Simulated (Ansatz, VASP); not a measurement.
## One calculation of CuO, two programs

```
Cu O
1.0
     0.00000    2.15834    2.15834
     2.15834    0.00000    2.15834
     2.15834    2.15834    0.00000
Cu O
1 1
Direct
  0.00000 0.00000 0.00000
  0.50000 0.50000 0.50000
```

Alike in both runs: task single point; functional PBE; k mesh 18 × 18 × 18; occupations gaussian, width 0.1 eV; no spin polarisation.

```csv
,VASP,Ansatz
version,VASP 6.6.1,Ansatz 0.2.0
potentials or method,"VASP PAW PBE potentials, release 64 (Cu, O)","scalar-relativistic, plane waves, PAW"
plane-wave cutoff (eV),520,420
valence electrons in the cell,17,25
```

Ansatz gave:

| Quantity | Value |
| --- | --- |
| gap on the k mesh at the Fermi level (eV) | none |
| pressure (GPa) | -7.9 |

Problem. Which values does VASP return?

Solution. gap on the k mesh at the Fermi level (eV): none; pressure (GPa): -7.8.

A gap of «none» marks a metal or a gap that the smearing closes. The functional is the same, so the differences come from potentials, cutoffs and numerics. The two sets of potentials don't hold the same shells in valence.

Caveats: an odd number of electrons without spin polarisation forces a metal; a magnetic or distorted state may lie lower; the run has no spin polarisation, though such a crystal can be magnetic; semilocal functionals often make such compounds metallic where correlation or magnetic order opens a gap, which also shifts bond lengths.
